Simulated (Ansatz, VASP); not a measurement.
## Pb in VASP and in Ansatz

File INCAR:

```
  PREC = Accurate
  ENCUT = 520
  EDIFF = 1E-7
  ISMEAR = 0
  SIGMA = 0.1
  LREAL = False
  LASPH = True
  NELM = 100
  ALGO = Fast
  ISIF = 2
  LWAVE = False
  LCHARG = False
  GGA = PS
  NBANDS = 21
```

Contents of KPOINTS:

```
Automatic mesh
0
Gamma
  12 12 8
```

File POSCAR:

```
Pb
1.0
    3.3050262559      0.1392000276     -0.1374948273
   -1.5319623678      2.9318426742      0.1374914846
   -0.2208609000      0.1275079000      5.7067192000
Pb
2
Direct
    0.3393339647      0.6606660353      0.2414360003
    0.6606660353      0.3393339647      0.7585639997
```

Input for Ansatz:

```yaml
crystal:
  lattice:
    - [3.3050262559, 0.1392000276, -0.1374948273]
    - [-1.5319623678, 2.9318426742, 0.1374914846]
    - [-0.2208609, 0.1275079, 5.7067192]
  atoms:
    - { symbol: Pb, position: [0.3393339647, 0.6606660353, 0.2414360003] }
    - { symbol: Pb, position: [0.6606660353, 0.3393339647, 0.7585639997] }
basis:
  ecutwfc: 420
kpoints:
  mp_grid: { grid: [12, 12, 8] }
hamiltonian:
  xc: pbesol
scf:
  occupations: { method: gaussian, width: 0.1 }
output:
  forces: true
  stress: true
  eigenvalues: true
```

Alike in both runs: task single point; functional PBEsol; k mesh 12 × 12 × 8; occupations gaussian, width 0.1 eV; no spin polarisation.

```csv
,VASP,Ansatz
version,VASP 6.6.1,Ansatz 0.2.0
potentials or method,"VASP PAW PBE potentials, release 64 (Pb_d)","scalar-relativistic, plane waves, PAW"
plane-wave cutoff (eV),520,420
valence electrons in the cell,28,28
```

VASP gave:

```
gap on the k mesh at the Fermi level (eV)       : none
pressure (GPa)                                  : 3.7
largest component of the traceless stress (GPa) : 0.89
rms of the force components (eV/Å)              : 0.111
```

Task: What did Ansatz give for the same quantities?

Result: gap on the k mesh at the Fermi level (eV): none; pressure (GPa): 3.8; largest component of the traceless stress (GPa): 0.89; rms of the force components (eV/Å): 0.111.

Atom by atom the forces differ by 0.000 eV/Å (rms over components). A gap of «none» marks a metal or a gap that the smearing closes. Ansatz warned: «structure_snapped_to_symmetry».

Caveats: the PAW data sets were made with another functional, which shifts forces and pressure a little (VASP). The runs have no spin-orbit coupling, so splittings on Pb are missing.
